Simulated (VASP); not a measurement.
# Splitting of the X valleys of zinc-blende AlN under uniaxial [001] stress at TB-mBJ with spin-orbit coupling

In a strained n-type layer of zinc-blende AlN, the current depends on which conduction valleys hold the electrons, because each valley is heavy along its own axis and lighter across it. Without strain, the valleys along [100], [010] and [001] are equivalent. Stress along [001] separates the last from the other two. We ask how large the separation is and which valley ends up lowest. Nine strains from −2 % to +2 % are calculated with TB-mBJ and spin-orbit coupling on cells relaxed with LDA. Valley energies are counted from the valence-band top at the zone centre. The splitting is the [100] energy less the [001] energy, so a positive value puts [001] lowest.

## Systems and settings

The start is a typed prototype cell. The crystal was relaxed with LDA. Strain is imposed along [001]; the strain across the axis is adjusted until the stress across it vanishes, and the atoms are relaxed with LDA. VASP 6.6.1, plane waves with PAW, cutoff 600 eV, no spin polarisation. Band edges are single points at TB-mBJ with spin-orbit coupling on these cells, k mesh 9×9×9, read on short lines of k points at the zone centre and through the valleys; energies are counted from the valence-band top at the zone centre.  All levels use the PAW data sets made with LDA.

Notes on method and selection:

- A valley's energy from the valence-band top holds the shift of that top as well as the shift of the valley.
- The TB-mBJ parameter c is fixed anew from the density of each cell, so it changes along the series.
- Runs that did not converge, have known faults or may not be shown are not listed, and runs on Ansatz's PAW sets soft_1 and soft_2 are kept to separate tables.

Columns:

- strain (%): strain along the axis (tension positive).
- splitting (eV): valley along [100] less valley along [001].
- Δ [001] (eV): minimum of the conduction band along Γ–X in the [001] direction.
- Δ [100] (eV): minimum of the conduction band along Γ–X in the [100] direction.
- L [111] (eV): conduction level at L along [111].
- Γ level (eV): lowest conduction level at Γ.

Input lines of one member:

```
PREC = Accurate
ENCUT = 600
EDIFF = 1E-06
NELM = 150
ISMEAR = 0
SIGMA = 0.02
LREAL = .FALSE.
ALGO = Normal
METAGGA = MBJ
LASPH = .TRUE.
LNONCOLLINEAR = .TRUE.
NBANDS = 18
GGA_COMPAT = .FALSE.
LSORBIT = .TRUE.
KPAR = 3
```

Command (options for logging and memory left out): `mpirun -np 3 vasp_ncl`

## Data

```
member  strain (%)  splitting (eV)  Δ [001] (eV)  Δ [100] (eV)  L [111] (eV)  Γ level (eV)
−2 %    −2.0        0.1192          4.686         4.805         8.640         5.431
−1.5 %  −1.5        0.0897          4.721         4.811         8.659         5.440
−1 %    −1.0        0.0599          4.758         4.818         8.675         5.448
−0.5 %  −0.5        0.0301          4.794         4.824         8.686         5.455
0 %     0.0         0.0000          4.829         4.829         8.691         5.459
+0.5 %  0.5         −0.0300         4.837         4.807         8.666         5.435
+1 %    1.0         −0.0604         4.845         4.785         8.636         5.410
+1.5 %  1.5         −0.0907         4.854         4.763         8.602         5.385
+2 %    2.0         −0.1212         4.863         4.742         8.564         5.358
```

Least-squares fits to the whole series, with x = strain (%); R² and errors in the fitted variable (y, or ln y where the fit is in ln y):

```
y               members  fit                          R²    rms residual  leave-one-out rms  the same for the mean of the others
splitting (eV)  9        y = −3.778×10⁻⁴ − 0.06012 x  1.00  3.9×10⁻⁴      5.6×10⁻⁴           0.087
Δ [001] (eV)    9        y = 4.799 + 0.04413 x        0.91  0.018         0.024              0.067
```

## Mechanism

Compression makes the single [001] valley lowest, and tension makes the [100] and [010] pair lowest. The splitting runs from 0.1192 eV at −2 % to −0.1212 eV at +2 %, close to −0.06 eV per percent of strain. In every row the lowest valley also lies below the conduction levels at Γ and L. The minima sit at X itself throughout.

The simplest model rests on three assumptions.

1. Each valley shifts in proportion to the strain along its own axis, with coefficient Ξ. If the crystal contracts sideways by ν times the axial strain e, the splitting is Ξ(−νe − e) = −Ξ(1 + ν)e. With x the strain in percent, this is −kx, where k = Ξ(1 + ν)/100.
2. The mean of the three valleys keeps its distance E₀ from the mean of the three upper valence states. The [001] valley then lies at E₀ + 2kx/3 and the other two at E₀ − kx/3.
3. Spin-orbit coupling is neglected, and strain moves one valence state by −2qx and the other two by +qx. The top is the single state under compression and the pair under tension.

Subtracting the top gives the energies in the table:

- x ≤ 0: Δ[001] = E₀ + (2k/3 + 2q)x and Δ[100] = E₀ + (2q − k/3)x
- x ≥ 0: Δ[001] = E₀ + (2k/3 − q)x and Δ[100] = E₀ − (k/3 + q)x

The parameters are E₀, k and q. The valence top cancels in the splitting, which therefore stays straight through zero strain while each valley energy has a kink there.

A likely origin of the sign is kinetic energy. In a nearly-free-electron picture, the lowest conduction state at X along [001] is built from waves running across that axis. Compression along [001] widens the crystal sideways, lengthens these waves and lowers the state. Kinetic energy alone would give too large a splitting, so changes in the crystal potential must offset part of it.

## Testing the model

We fix the model on the members 0 % and −2 %. The first gives E₀ = 4.829 eV. The second gives the other two parameters:

- k = 0.1192 / 2.0 = 0.0596 eV per percent
- slope of Δ[001] under compression = (4.829 − 4.686) / 2.0 = 0.0715 eV per percent
- 2q = 0.0715 − 2 × 0.0596 / 3 = 0.0318, so q = 0.0318 / 2 = 0.0159 eV per percent

With k/3 = 0.0596 / 3 = 0.0199 and 2k/3 = 2 × 0.0596 / 3 = 0.0397, the remaining slopes, in eV per percent, are 0.0318 − 0.0199 = 0.0119 for Δ[100] under compression, 0.0397 − 0.0159 = 0.0238 for Δ[001] under tension, and −(0.0199 + 0.0159) = −0.0358 for Δ[100] under tension.

**−1 %**

- Δ[001] = 4.829 − 0.0715 × 1.0 = 4.758 eV; table 4.758 eV
- Δ[100] = 4.829 − 0.0119 × 1.0 = 4.817 eV; table 4.818 eV

**+1 %**

- Δ[001] = 4.829 + 0.0238 × 1.0 = 4.853 eV; table 4.845 eV
- Δ[100] = 4.829 − 0.0358 × 1.0 = 4.793 eV; table 4.785 eV

**+2 %**

- Δ[001] = 4.829 + 0.0238 × 2.0 = 4.877 eV; table 4.863 eV
- Δ[100] = 4.829 − 0.0358 × 2.0 = 4.757 eV; table 4.742 eV
- splitting = −0.0596 × 2.0 = −0.1192 eV; table −0.1212 eV

Over the seven members not used to fix the model, the rms miss is 0.007 eV for Δ[001] and 0.008 eV for Δ[100]. The scatter of all nine members about their mean is about 0.06 eV and 0.03 eV respectively. For the splitting, no member is missed by more than 0.002 eV.

## Residuals

Largest departures from the fit to the whole series:

```
member  splitting (eV)  fit      computed − fit  in rms residuals
−2 %    0.1192          0.1199   −0.0007         1.7
+2 %    −0.1212         −0.1206  −0.0006         1.5
+0.5 %  −0.0300         −0.0304  +0.0004         1.1
−0.5 %  0.0301          0.0297   +0.0004         1.1
```

The model fails on the tension side, where it places both valleys too high. The excess is about 0.008 eV at +1 % and reaches 4.877 − 4.863 = 0.014 eV for [001] and 4.757 − 4.742 = 0.015 eV for [100] at +2 %. Because the two errors are nearly equal, they hardly touch the splitting.

The second assumption is the main one to fail. Stretching enlarges the cell despite the sideways contraction, and the mean gap can shrink as the volume grows. The Γ level, which has no equivalent partners to split from, shows such a shift clearly. The valence top alone would lower it more under compression, yet it falls by 5.459 − 5.431 = 0.028 eV at −2 % and by 5.459 − 5.358 = 0.101 eV at +2 %. The TB-mBJ parameter c, fixed anew for each cell, may contribute to these shifts.

Neglecting spin-orbit coupling adds an error of the same sign, roughly a few meV. The coupling raises the valence top at zero strain, and this lift is largely lost under compression but kept under tension. A q taken from the compressed side is therefore slightly too small.

## Closing remarks

Between −2 % and +2 %, the splitting follows −0.06 eV per percent of axial strain, and its sign decides whether one valley or two are lowest. At half a percent it is 0.03 eV, close to the thermal energy at room temperature, so the upper valleys would still hold many electrons. A single straight line suits the splitting but not an individual valley energy, whose reference changes character at zero strain.

One sizeable effect left out is the zero-point motion of the atoms. In a light, polar crystal such as this, it lowers the gap by roughly a few tenths of an eV, more than the 0.18 eV range of Δ[001] in the table. It should shift the three valleys almost equally, so it matters for the absolute gap far more than for their order.

[Logs are printed without paths, hosts, clocks, repeated set-up lines and the standing remarks that a program may print on its own settings, such as how far it seeks lower states.]
